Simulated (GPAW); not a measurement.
# SnTe (Fm-3m) in GPAW: further runs

The runs below take SnTe through band structure, G0W0 quasiparticle levels, with PBEsol, LDA.

Everything below comes from runs of GPAW 26.7.0. Logs are shortened: lines on timing, memory, paths and dates and some standing lists are left out, and cuts for length are marked. The log counts tension as positive stress, the text compression.

**The experiment to reproduce.**

From a printed reference work, textbook, for a bulk crystal of SnTe at 300 K: band gap 0.18 eV (direct).

How close the calculation comes is told below.

## Step 1: The structure

Symmetry: Fm-3m, No. 225, cubic system. The conventional cell has a = 6.302 Å, b = 6.302 Å, c = 6.302 Å, α = 90.00°, β = 90.00°, γ = 90.00°. Around Te (site symmetry m-3m) lie 6 Sn at 3.15 Å. Sn (site symmetry m-3m) has 6 Te at 3.15 Å as nearest neighbours.

## Step 2: Band structure, PBEsol

Input file run.py:

```python
from ase import Atoms
from ase.dft.bandgap import bandgap
from ase.io import write
from ase.units import GPa
from gpaw import GPAW, PW, setup_paths

setup_paths.insert(0, '.')

atoms = Atoms(['Te', 'Sn'],
              cell=[[0.0, 3.15085, 3.15085],
                    [3.15085, 0.0, 3.15085],
                    [3.15085, 3.15085, 0.0]],
              scaled_positions=[[0.5, 0.5, 0.5],
                                [0.0, 0.0, 0.0]],
              pbc=True)

calc = GPAW(mode=PW(600),
            xc='PBEsol',
            kpts={'size': (7, 7, 7), 'gamma': True},
            occupations={'name': 'fermi-dirac', 'width': 0.05},
            nbands=19,
            convergence={'density': 1e-05, 'energy': 1e-05},
            maxiter=150,
            txt='gpaw.txt')
atoms.calc = calc
energy = atoms.get_potential_energy()
forces = atoms.get_forces()
stress = atoms.get_stress()
calc.write('gs.gpw')
write('result.traj', atoms)
print(f'Energy: {energy:.6f} eV')
print('Forces (eV/A):')
print(forces.round(4))
print('Stress (GPa):', (stress / GPa).round(3))
print('Fermi level:', round(calc.get_fermi_level(), 4), 'eV')
print(f'Gap: {bandgap(calc)[0]:.4f} eV, direct: {bandgap(calc, direct=True)[0]:.4f} eV')

path = atoms.cell.bandpath('GXWKGLUWLK,UX', npoints=80, eps=1e-4)
bs_calc = calc.fixed_density(kpts=path, symmetry='off', nbands=32,
                             convergence={'bands': 'CBM+6.0', 'eigenstates': 1e-6}, txt='bands.txt')
bs = bs_calc.band_structure()
bs.write('bs.json')
print(f'Gap on the path: {bandgap(bs_calc)[0]:.4f} eV')
```

Potentials or basis: PAW data sets generated in the run's folder for this functional, pw.

The run is started by

```sh
gpaw-setup -f PBEsol Sn Te
OMP_NUM_THREADS=1 python run.py
```

gpaw.txt:

```text
__  _  _
 | _ |_)|_||  |
 |__||  | ||/\| - 26.7.0

Input parameters:
  mode=PW(ecut=600.0),
  convergence={'density': 1e-05, 'energy': 1e-05},
  kpts=MonkhorstPack(size=(7, 7, 7), gamma=True),
  maxiter=150,
  nbands=19,
  occupations=Occupations(name='fermi-dirac', width=0.05),
  xc=XC(name='PBEsol')

Diagonalizing LCAO Hamiltonian
Converting LCAO to pw mode

                 Te

       Sn

Atoms  # Å, Bohr magnetons
|   | symbol |        x |        y |        z |    initial magnetic moments |
|---|--------|----------|----------|----------|-----------------------------|
| 0 |     Te | 3.150850 | 3.150850 | 3.150850 | ( 0.0000,  0.0000,  0.0000) |
| 1 |     Sn | 0.000000 | 0.000000 | 0.000000 | ( 0.0000,  0.0000,  0.0000) |

Unit cell  # Å
| periodic |        x |        y |        z |  lengths |    angles |
|----------|----------|----------|----------|----------|-----------|
|      yes | 0.000000 | 3.150850 | 3.150850 | 4.455975 | 60.000000 |
|      yes | 3.150850 | 0.000000 | 3.150850 | 4.455975 | 60.000000 |
|      yes | 3.150850 | 3.150850 | 0.000000 | 4.455975 | 60.000000 |

Number of symmetries: 48
Symmetry operations  # r_c * U_cc + t_c -> r_c
|    | kind |            matrix            |
|----|------|------------------------------|
|  0 |  σ   |  1, 0, 0,  1, 0,-1,  1,-1, 0 |
|  1 |  C2  |  1, 0, 0,  1,-1, 0,  1, 0,-1 |
|  2 |  E   |  1, 0, 0,  0, 1, 0,  0, 0, 1 |
|  3 |  σ   |  1, 0, 0,  0, 0, 1,  0, 1, 0 |
|  4 |  C4  |  1, 0,-1,  1, 0, 0,  1,-1, 0 |
|  5 |  S6  |  1, 0,-1,  1,-1, 0,  1, 0, 0 |
|  6 |  σ   |  1, 0,-1,  0, 1,-1,  0, 0,-1 |
|  7 |  C3  |  1, 0,-1,  0, 0,-1,  0, 1,-1 |
|  8 |  S6  |  1,-1, 0,  1, 0, 0,  1, 0,-1 |
|  9 |  C4  |  1,-1, 0,  1, 0,-1,  1, 0, 0 |
| 10 |  C3  |  1,-1, 0,  0,-1, 1,  0,-1, 0 |
| 11 |  σ   |  1,-1, 0,  0,-1, 0,  0,-1, 1 |
| 12 |  σ   |  0, 1, 0,  1, 0, 0,  0, 0, 1 |
| 13 |  C4  |  0, 1, 0,  0, 1,-1, -1, 1, 0 |
| 14 |  C3  |  0, 1, 0,  0, 0, 1,  1, 0, 0 |
| 15 |  S6  |  0, 1, 0, -1, 1, 0,  0, 1,-1 |
| 16 |  C2  |  0, 1,-1,  1, 0,-1,  0, 0,-1 |
| 17 |  σ   |  0, 1,-1,  0, 1, 0, -1, 1, 0 |
| 18 |  S4  |  0, 1,-1,  0, 0,-1,  1, 0,-1 |
| 19 |  C4  |  0, 1,-1, -1, 1, 0,  0, 1, 0 |
| 20 |  C3  |  0, 0, 1,  1, 0, 0,  0, 1, 0 |
| 21 |  σ   |  0, 0, 1,  0, 1, 0,  1, 0, 0 |
| 22 |  S6  |  0, 0, 1,  0,-1, 1, -1, 0, 1 |
| 23 |  C4  |  0, 0, 1, -1, 0, 1,  0,-1, 1 |
| 24 |  S4  |  0, 0,-1,  1, 0,-1,  0, 1,-1 |
| 25 |  C3  |  0, 0,-1,  0, 1,-1,  1, 0,-1 |
| 26 |  C2  |  0, 0,-1,  0,-1, 0, -1, 0, 0 |
| 27 |  S6  |  0, 0,-1, -1, 0, 0,  0,-1, 0 |
| 28 |  S4  |  0,-1, 1,  1,-1, 0,  0,-1, 0 |
| 29 |  C4  |  0,-1, 1,  0, 0, 1, -1, 0, 1 |
| 30 |  C2  |  0,-1, 1,  0,-1, 0,  1,-1, 0 |
| 31 |  σ   |  0,-1, 1, -1, 0, 1,  0, 0, 1 |
| 32 |  C3  |  0,-1, 0,  1,-1, 0,  0,-1, 1 |
| 33 |  S6  |  0,-1, 0,  0, 0,-1, -1, 0, 0 |
| 34 |  S4  |  0,-1, 0,  0,-1, 1,  1,-1, 0 |
| 35 |  C2  |  0,-1, 0, -1, 0, 0,  0, 0,-1 |
| 36 |  C2  | -1, 1, 0,  0, 1, 0,  0, 1,-1 |
| 37 |  S6  | -1, 1, 0,  0, 1,-1,  0, 1, 0 |
| 38 |  S4  | -1, 1, 0, -1, 0, 1, -1, 0, 0 |
| 39 |  C3  | -1, 1, 0, -1, 0, 0, -1, 0, 1 |
| 40 |  S6  | -1, 0, 1,  0, 0, 1,  0,-1, 1 |
| 41 |  C2  | -1, 0, 1,  0,-1, 1,  0, 0, 1 |
| 42 |  C3  | -1, 0, 1, -1, 1, 0, -1, 0, 0 |
| 43 |  S4  | -1, 0, 1, -1, 0, 0, -1, 1, 0 |
| 44 |  C2  | -1, 0, 0,  0, 0,-1,  0,-1, 0 |
| 45 |  i   | -1, 0, 0,  0,-1, 0,  0, 0,-1 |
| 46 |  σ   | -1, 0, 0, -1, 1, 0, -1, 0, 1 |
| 47 |  C2  | -1, 0, 0, -1, 0, 1, -1, 1, 0 |

BZ-sampling:
  Number of BZ points: 343
  Number of IBZ points: 20

  Monkhorst-Pack size: [7, 7, 7]
  Monkhorst-Pack shift: [0, 0, 0]

K-points  # in reciprocal-cell coordinates
|     |                                coordinates |     weight |
|-----|--------------------------------------------|------------|
|   0 | (  0.00000000,   0.00000000,   0.00000000) | 0.00291545 |
|   1 | (  0.14285714,   0.14285714,   0.00000000) | 0.01749271 |
|   2 | (  0.14285714,   0.14285714,   0.14285714) | 0.02332362 |
|   3 | (  0.28571429,   0.14285714,   0.14285714) | 0.03498542 |
|   4 | (  0.28571429,   0.28571429,   0.00000000) | 0.01749271 |
|   5 | (  0.28571429,   0.28571429,   0.14285714) | 0.06997085 |
|   6 | (  0.28571429,   0.28571429,   0.28571429) | 0.02332362 |
|   7 | (  0.42857143,  -0.28571429,  -0.28571429) | 0.03498542 |
|   8 | (  0.42857143,   0.28571429,  -0.42857143) | 0.13994169 |
|   9 | (  0.42857143,   0.28571429,  -0.28571429) | 0.06997085 |
| ... |                                            |            |
|  19 | (  0.42857143,   0.42857143,   0.42857143) | 0.02332362 |

Plane wave coefficients: 2106
Cutoff: 600.0 eV

Spin-components: 1 (collinear spins)
Bands:           19
Projectors:      11
Spin-degeneracy: 2
Datatype:        complex128

Parallelization:
  kpt:    1
  domain: 1
  band:   1

Density:
  Valence electrons: 20.0
  Components: 1
  Grid points: [27 27 27]
  Charge: 0.0  # |e|

Potential:
  Grid points: [27 27 27]

species:
  Te:
    name:    Tellurium
    Z:       52.0
    valence: 6
    core:    46
    charge:  0.0  # [|e|]
    compensation charges:
      type: gauss
      rc: 0.36  # [Å]
      lmax: 2
    cutoffs:
      filter: 2.09  # [Å]
      core: 3.17  # [Å]
    projectors
    | kind |    occ | energy [eV] | rcut [Å] |
    |------|--------|-------------|----------|
    |   5s |  2.000 |     -15.132 |    1.180 |
    |   5p |  4.000 |      -5.970 |    1.196 |
    |    s |        |      12.080 |    1.180 |
    |    p |        |      21.241 |    1.196 |
    |    d |        |       0.000 |    1.238 |

    Using partial waves for Te as LCAO basis

  Sn:
    name:    Tin
    Z:       50.0
    valence: 14
    core:    36
    charge:  0.0  # [|e|]
    compensation charges:
      type: gauss
      rc: 0.38  # [Å]
      lmax: 2
    cutoffs:
      filter: 2.23  # [Å]
      core: 2.35  # [Å]
    projectors
    | kind |    occ | energy [eV] | rcut [Å] |
    |------|--------|-------------|----------|
    |   5s |  2.000 |     -10.584 |    1.201 |
    |   5p |  2.000 |      -3.711 |    1.270 |
    |   4d | 10.000 |     -25.798 |    1.185 |
    |    s |        |      16.628 |    1.201 |
    |    p |        |      23.501 |    1.270 |
    |    d |        |       1.413 |    1.185 |

    Using partial waves for Sn as LCAO basis

Reference energy: -352647.811924  # eV

eigensolver:
  PPCG
  Converge bands: occupied
  niter=2

density mixing:
  MSR1-Mixer
  Pratt-step length: 0.05
  Maximum mixing coefficient: 0.75
  Old densities: 10
  SVD Regularization: 0.005
  Good broyden scale: 1.0
  Trust region scale: 1.0
  Backstep threshold: 4.0
  History deletion threshold: 6.0
  Fourier metric: weight=20.0, sigma=0.015

occupation numbers:
  Fermi-Dirac:
    width: 0.0500  # eV

poisson solver:
  ecut: 4800.0  # eV

xc functional:
  name: PBEsol with 2 nearest neighbor stencil

convergence criteria:
- Maximum integral of absolute [dens]ity change: 1e-05 electrons / valence electron
- Maximum [total energy] change in last 3 cyles: 1e-05 eV / valence electron
- Maximum integral of absolute [eigenst]ate change: 4e-08 eV^2 / valence electron
maximum number of iterations: 150

SCF iterations
|iter     | |      energy | eigst |  dens |
|---------|-|-------------|-------|-------|
|iter:   1| |   -8.646464 | -0.14 |       |
|iter:   2| |   -8.641238 | -2.32 | -1.51 |
|iter:   3| |   -8.609163 | -2.82 | -1.55 |
|iter:   4| |   -8.608967 | -3.98 | -2.14 |
|iter:   5| |   -8.609023c| -4.94 | -2.67 |
|iter:   6| |   -8.609027c| -6.38 | -3.32 |
|iter:   7| |   -8.609027c| -7.71c| -4.23 |
|iter:   8| |   -8.609027c| -7.89c| -4.82 |
|iter:   9| |   -8.609027c| -8.27c| -5.93c|

Converged in 9 steps
Energy contributions relative to reference atoms: (reference = -352647.811924)

Energy contributions:
  Kinetic:          11.291477
  Coulomb:         -11.769907
  Zero:              0.125837
  External:          0.000000
  Xc:               -8.256398
  Entropy:          -0.000072
  Spinorbit:         0.000000
  ----------------------------
  Free energy:      -8.609063
  Extrapolated:     -8.609027

dipole moment: (-21.420449, -21.420449, -21.420449)  # |e|*Ang

Fermi level: 6.343
Eigenvalues  # (at kpt = [0.000, 0.000, 0.000])
| band index |      eig [eV] | occ [0-2] |
|------------|---------------|-----------|
|          0 |       -15.484 |     2.000 |
|        ... |               |           |
|          2 |       -15.475 |     2.000 |
|          3 |       -15.475 |     2.000 |
|          4 |       -15.475 |     2.000 |
|          5 |        -6.506 |     2.000 |
|          6 |         1.607 |     2.000 |
|          7 |         4.161 |     2.000 |
[... 9 lines left out ...]
|         17 |        13.227 |     0.000 |
|         18 |        13.227 |     0.000 |

Gap: 0.664 eV
Transition (v -> c):
  (s=0, k=19, n=9, [0.43, 0.43, 0.43]) -> (s=0, k=19, n=10, [0.43, 0.43, 0.43])
No difference between direct/indirect transitions

Forces  # eV/Ang
|       x |        y |       z |
|---------|----------|---------|
| 0.00000 |  0.00000 | 0.00000 |  # Te   0
| 0.00000 | -0.00000 | 0.00000 |  # Sn   1

Stress tensor  # eV/Ang^3
|         x |        y |         z |
|-----------|----------|-----------|
|  0.004070 | 0.000000 | -0.000000 |
|  0.000000 | 0.004070 |  0.000000 |
| -0.000000 | 0.000000 |  0.004070 |

# Writing to gs.gpw (mode='')
```

Wall time 65 s (1 thread of Arm Neoverse V2, shared host); peak memory 0.34 GiB.

What came out:

```yaml
Free_energy: -8.6091 eV
Pressure: -0.7 GPa
Band_gap_along_the_path: 0.14 eV, indirect (least direct gap 0.15 eV)
```

Levels at the corners of the path, in eV from the Fermi level:
| point | band 7 | band 8 | band 9 | band 10 | band 11 | band 12 | band 13 | band 14 |
| --- | --- | --- | --- | --- | --- | --- | --- | --- |
| Γ | -4.74 | -2.18 | -2.18 | -2.18 | 3.29 | 3.29 | 3.29 | 4.70 |
| X | -6.51 | -5.64 | -3.79 | -3.79 | 2.07 | 4.86 | 4.86 | 6.31 |
| W | -7.41 | -4.89 | -4.89 | -0.86 | 0.78 | 4.54 | 4.54 | 6.00 |
| K | -7.47 | -5.24 | -3.30 | -2.77 | 2.98 | 3.01 | 4.11 | 5.49 |
| Γ | -4.74 | -2.18 | -2.18 | -2.18 | 3.29 | 3.29 | 3.29 | 4.70 |
| L | -8.38 | -1.84 | -1.84 | -0.09 | 0.06 | 0.31 | 0.31 | 7.65 |
| U | -7.47 | -5.24 | -3.30 | -2.77 | 2.98 | 3.01 | 4.11 | 5.49 |
| W | -7.41 | -4.89 | -4.89 | -0.86 | 0.78 | 4.54 | 4.54 | 6.00 |
| L | -8.38 | -1.84 | -1.84 | -0.09 | 0.06 | 0.31 | 0.31 | 7.65 |
| K | -7.47 | -5.24 | -3.30 | -2.77 | 2.98 | 3.01 | 4.11 | 5.49 |
| U | -7.47 | -5.24 | -3.30 | -2.77 | 2.98 | 3.01 | 4.11 | 5.49 |
| X | -6.51 | -5.64 | -3.79 | -3.79 | 2.07 | 4.86 | 4.86 | 6.31 |

Caveat: this odd mesh misses L, where the gap lies, so gap, dielectric constants and Born charges aren't listed; spin-orbit coupling is left out, which moves the levels of the heavy elements.

## Step 3: Band structure, PBEsol, spin-orbit coupling, no magnetisation

run.py: that of step 2 with these lines changed.

```diff
@@ -1 +1,2 @@
+import numpy as np
 from ase import Atoms
@@ -5,2 +6,3 @@
 from gpaw import GPAW, PW, setup_paths
+from gpaw.spinorbit import soc_eigenstates
 
@@ -43 +45,7 @@
 print(f'Gap on the path: {bandgap(bs_calc)[0]:.4f} eV')
+
+soc = soc_eigenstates(bs_calc, theta=0, phi=0)
+np.savetxt('soc_bands.dat', soc.eigenvalues(), fmt='%.4f')
+mesh = soc_eigenstates('gs.gpw', theta=0, phi=0)
+np.savetxt('soc_mesh.dat', mesh.eigenvalues(), fmt='%.4f')
+print('Fermi level with spin-orbit coupling:', round(mesh.fermi_level, 4), 'eV')
```

Potentials or basis: PAW data sets generated in the run's folder for this functional, pw.

The run is started by

```sh
gpaw-setup -f PBEsol Sn Te
OMP_NUM_THREADS=1 python run.py
```

gpaw.txt:

```text
__  _  _
 | _ |_)|_||  |
 |__||  | ||/\| - 26.7.0

Input parameters:
  mode=PW(ecut=600.0),
  convergence={'density': 1e-05, 'energy': 1e-05},
  kpts=MonkhorstPack(size=(7, 7, 7), gamma=True),
  maxiter=150,
  nbands=19,
  occupations=Occupations(name='fermi-dirac', width=0.05),
  xc=XC(name='PBEsol')

Diagonalizing LCAO Hamiltonian
Converting LCAO to pw mode

                 Te

       Sn

Atoms  # Å, Bohr magnetons
|   | symbol |        x |        y |        z |    initial magnetic moments |
|---|--------|----------|----------|----------|-----------------------------|
| 0 |     Te | 3.150850 | 3.150850 | 3.150850 | ( 0.0000,  0.0000,  0.0000) |
| 1 |     Sn | 0.000000 | 0.000000 | 0.000000 | ( 0.0000,  0.0000,  0.0000) |

Unit cell  # Å
| periodic |        x |        y |        z |  lengths |    angles |
|----------|----------|----------|----------|----------|-----------|
|      yes | 0.000000 | 3.150850 | 3.150850 | 4.455975 | 60.000000 |
|      yes | 3.150850 | 0.000000 | 3.150850 | 4.455975 | 60.000000 |
|      yes | 3.150850 | 3.150850 | 0.000000 | 4.455975 | 60.000000 |

Number of symmetries: 48
Symmetry operations  # r_c * U_cc + t_c -> r_c
|    | kind |            matrix            |
|----|------|------------------------------|
|  0 |  σ   |  1, 0, 0,  1, 0,-1,  1,-1, 0 |
|  1 |  C2  |  1, 0, 0,  1,-1, 0,  1, 0,-1 |
|  2 |  E   |  1, 0, 0,  0, 1, 0,  0, 0, 1 |
|  3 |  σ   |  1, 0, 0,  0, 0, 1,  0, 1, 0 |
|  4 |  C4  |  1, 0,-1,  1, 0, 0,  1,-1, 0 |
[... 169 lines left out ...]
convergence criteria:
- Maximum integral of absolute [dens]ity change: 1e-05 electrons / valence electron
- Maximum [total energy] change in last 3 cyles: 1e-05 eV / valence electron
- Maximum integral of absolute [eigenst]ate change: 4e-08 eV^2 / valence electron
maximum number of iterations: 150

SCF iterations
|iter     | |      energy | eigst |  dens |
|---------|-|-------------|-------|-------|
|iter:   1| |   -8.646464 | -0.14 |       |
|iter:   2| |   -8.641238 | -2.32 | -1.51 |
|iter:   3| |   -8.609163 | -2.82 | -1.55 |
|iter:   4| |   -8.608967 | -3.98 | -2.14 |
|iter:   5| |   -8.609023c| -4.94 | -2.67 |
|iter:   6| |   -8.609027c| -6.38 | -3.32 |
|iter:   7| |   -8.609027c| -7.71c| -4.23 |
|iter:   8| |   -8.609027c| -7.89c| -4.82 |
|iter:   9| |   -8.609027c| -8.27c| -5.93c|

Converged in 9 steps
Energy contributions relative to reference atoms: (reference = -352647.811924)

Energy contributions:
  Kinetic:          11.291477
  Coulomb:         -11.769907
  Zero:              0.125837
  External:          0.000000
  Xc:               -8.256398
  Entropy:          -0.000072
  Spinorbit:         0.000000
  ----------------------------
  Free energy:      -8.609063
  Extrapolated:     -8.609027

dipole moment: (-21.420449, -21.420449, -21.420449)  # |e|*Ang

Fermi level: 6.343
Eigenvalues  # (at kpt = [0.000, 0.000, 0.000])
| band index |      eig [eV] | occ [0-2] |
|------------|---------------|-----------|
|          0 |       -15.484 |     2.000 |
|        ... |               |           |
|          2 |       -15.475 |     2.000 |
|          3 |       -15.475 |     2.000 |
|          4 |       -15.475 |     2.000 |
|          5 |        -6.506 |     2.000 |
|          6 |         1.607 |     2.000 |
|          7 |         4.161 |     2.000 |
[... 9 lines left out ...]
|         17 |        13.227 |     0.000 |
|         18 |        13.227 |     0.000 |

Gap: 0.664 eV
Transition (v -> c):
  (s=0, k=19, n=9, [0.43, 0.43, 0.43]) -> (s=0, k=19, n=10, [0.43, 0.43, 0.43])
No difference between direct/indirect transitions

Forces  # eV/Ang
|       x |        y |       z |
|---------|----------|---------|
| 0.00000 |  0.00000 | 0.00000 |  # Te   0
| 0.00000 | -0.00000 | 0.00000 |  # Sn   1

Stress tensor  # eV/Ang^3
|         x |        y |         z |
|-----------|----------|-----------|
|  0.004070 | 0.000000 | -0.000000 |
|  0.000000 | 0.004070 |  0.000000 |
| -0.000000 | 0.000000 |  0.004070 |

# Writing to gs.gpw (mode='')
```

Run time: 66 s. Hardware: 1 thread of Arm Neoverse V2, shared host; peak memory 0.37 GiB.

What came out:

| Quantity | Value |
| --- | --- |
| Free energy | -8.6091 eV |
| Pressure | -0.7 GPa |
| Band gap along the path | 0.27 eV, indirect (least direct gap 0.34 eV) |

Levels at the corners of the path, in eV from the Fermi level:
```csv
point,band 16,band 17,band 18,band 19,band 20,band 21,band 22,band 23,band 24,band 25
Γ,-2.71,-1.78,-1.78,-1.78,-1.78,2.74,2.74,3.69,3.69,3.69
X,-5.58,-3.95,-3.95,-3.46,-3.46,2.16,2.16,4.53,4.53,5.36
W,-4.92,-4.72,-4.72,-0.77,-0.77,0.86,0.86,4.51,4.51,4.77
K,-5.17,-3.29,-3.29,-2.60,-2.60,2.82,2.82,3.32,3.32,4.22
Γ,-2.71,-1.78,-1.78,-1.78,-1.78,2.74,2.74,3.69,3.69,3.69
L,-2.12,-1.46,-1.46,-0.14,-0.14,0.20,0.20,0.33,0.33,0.59
U,-5.17,-3.29,-3.29,-2.60,-2.60,2.82,2.82,3.32,3.32,4.22
W,-4.92,-4.72,-4.72,-0.77,-0.77,0.86,0.86,4.51,4.51,4.77
L,-2.12,-1.46,-1.46,-0.14,-0.14,0.20,0.20,0.33,0.33,0.59
K,-5.17,-3.29,-3.29,-2.60,-2.60,2.82,2.82,3.32,3.32,4.22
U,-5.17,-3.29,-3.29,-2.60,-2.60,2.82,2.82,3.32,3.32,4.22
X,-5.58,-3.95,-3.95,-3.46,-3.46,2.16,2.16,4.53,4.53,5.36
```

Caveat: this odd mesh misses L, where the gap lies, so gap, dielectric constants and Born charges aren't listed; spin-orbit coupling was added after a scalar SCF, so levels and gaps hold it while energy, forces, pressure and moments don't; this program's spin-orbit splittings come out too wide for heavy elements.

[end of part 1 of 2]
